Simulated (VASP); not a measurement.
A run of VASP 6.6.1 is set up as follows.

Contents of INCAR:

```
PREC = Accurate
ENCUT = 900
EDIFF = 1E-7
ISMEAR = 0
SIGMA = 0.02
LREAL = False
LASPH = True
NELM = 60
ALGO = Fast
ISIF = 3
LWAVE = False
LCHARG = False
GGA = PE
IBRION = 2
NSW = 80
EDIFFG = -0.002
```

The input KPOINTS:

```
Automatic mesh
0
Gamma
  12 12 6
```

File POSCAR:

```
AlN
1.0
    3.1130000000      0.0000000000      0.0000000000
   -1.5565000000      2.6959370800      0.0000000000
    0.0000000000      0.0000000000      4.9810000000
Al N
2 2
Direct
    0.3333333300      0.6666666700      0.0000000000
    0.6666666700      0.3333333300      0.5000000000
    0.3333333300      0.6666666700      0.3800000000
    0.6666666700      0.3333333300      0.8800000000
```

Potentials or basis: VASP PAW PBE potentials, release 64 (Al, N_h).

Run with:

```sh
$ cat potpaw_PBE.64/Al/POTCAR potpaw_PBE.64/N_h/POTCAR > POTCAR
$ mpirun -np 1 vasp_std > vasp.out
```

Problem. What does it give for the relaxed volume?

Solution. 10.62 Å³/atom.

Problem. What does it give for the band gap on the k mesh?

Solution. 4.07 eV, direct.

Problem. Estimate the relaxed cell.

Solution. a = 3.127 Å, b = 3.127 Å, c = 5.014 Å, α = 90.00°, β = 90.00°, γ = 120.00°.

The path:
| step | energy change (eV) | largest force (eV/Å) | pressure (GPa) | volume (Å³) |
| --- | --- | --- | --- | --- |
| 1 | 0.0000 | 0.1290 | 3.25 | 41.80 |
| 2 | -0.0014 | 0.0915 | -2.82 | 43.10 |
| 3 | -0.0079 | 0.0049 | -0.01 | 42.47 |
| 4 | -0.0079 | 0.0072 | 0.05 | 42.46 |
| 5 | -0.0079 | 0.0061 | 0.04 | 42.46 |
| 6 | -0.0079 | 0.0054 | 0.03 | 42.46 |
| 7 | -0.0079 | 0.0039 | -0.03 | 42.48 |
| 8 | -0.0079 | 0.0001 | -0.01 | 42.47 |

Caveat: the cutoff is under 1.25 times the usual one of these potentials, so pressure, stress and relaxed cells hold a basis-set (Pulay) error. A k mesh can miss the band edges.
